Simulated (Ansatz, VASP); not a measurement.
Hf: VASP beside Ansatz

```
Hf
1.0
     3.11441    0.00000    0.00000
    -1.55721    2.69716    0.00000
     0.00000    0.00000    4.93772
Hf
2
Direct
  0.33333 0.66667 0.25000
  0.66667 0.33333 0.75000
```

Alike in both runs: functional PBEsol; k mesh 16 × 16 × 10; occupations gaussian, width 0.05 eV; no spin polarisation.

Ansatz relaxed the structure, and its values are those at the end. VASP's run is a single point on that final structure, the one shown.

```csv
,VASP,Ansatz
version,VASP 6.6.1,Ansatz 0.2.0
potentials or method,"VASP PAW PBE potentials, release 64 (Hf_pv)","scalar-relativistic, plane waves, PAW"
plane-wave cutoff (eV),520,420
valence electrons in the cell,20,52
```

Ansatz gave:

| Quantity | Value |
| --- | --- |
| gap on the k mesh at the Fermi level (eV) | none |
| pressure (GPa) | 4.9 |

Problem. Which values does VASP return?

Solution. gap on the k mesh at the Fermi level (eV): none; pressure (GPa): 4.6.

A gap of «none» marks a metal or a gap that the smearing closes. With one functional, cell and mesh, what is left measures potentials, basis and numerics. The two sets of potentials don't hold the same shells in valence.

Caveats: the PAW data sets were made with another functional, which shifts forces and pressure a little (VASP). Spin-orbit coupling is left out, which matters for the levels of Hf.
